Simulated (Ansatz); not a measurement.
AlN:

```
CELL_PARAMETERS angstrom
0.00000 2.03452 2.03452
2.03452 0.00000 2.03452
2.03452 2.03452 0.00000
ATOMIC_POSITIONS crystal
Al 0.50000 0.50000 0.50000
N 0.00000 0.00000 0.00000
```

Measurements of this composition are mostly on another form, of space group No. 186.

Base run:

* Program: Ansatz 0.2.0
* Functional: RPBE
* Potentials or basis: Ansatz PAW
* Cutoff: 420 eV (not typed: the program's choice for these potentials)
* k mesh: 11 × 11 × 11
* Occupations: fermi-dirac, width 0.05 eV
* Spin: no spin polarisation

Its results: band gap on the k mesh 4.69 eV, indirect (least direct gap 5.41 eV); pressure 4.9 GPa.

**Question.** After a change of settings the same cell gave: band gap on the k mesh 5.42 eV, indirect (least direct gap 6.19 eV); pressure -6.1 GPa. Which change was it?
A. functional from RPBE to revPBE
B. functional from RPBE to BLYP
C. functional from RPBE to r2SCAN; cutoff from 420 eV (not typed: the program's choice for these potentials) to 500 eV (not typed: the program's choice for these potentials)

**Answer.** C.

r2SCAN gives the wider gap, since meta-GGAs in the generalised Kohn-Sham scheme recover part of the derivative discontinuity.

Caveats: the k mesh misses the band edges, so the gap on the mesh is wider than the one along the path; the PAW data sets come from PBE, with cores solved anew for the run's functional, which leaves a small shift of forces and pressure.

Runs at the PBE level aren't shown here.
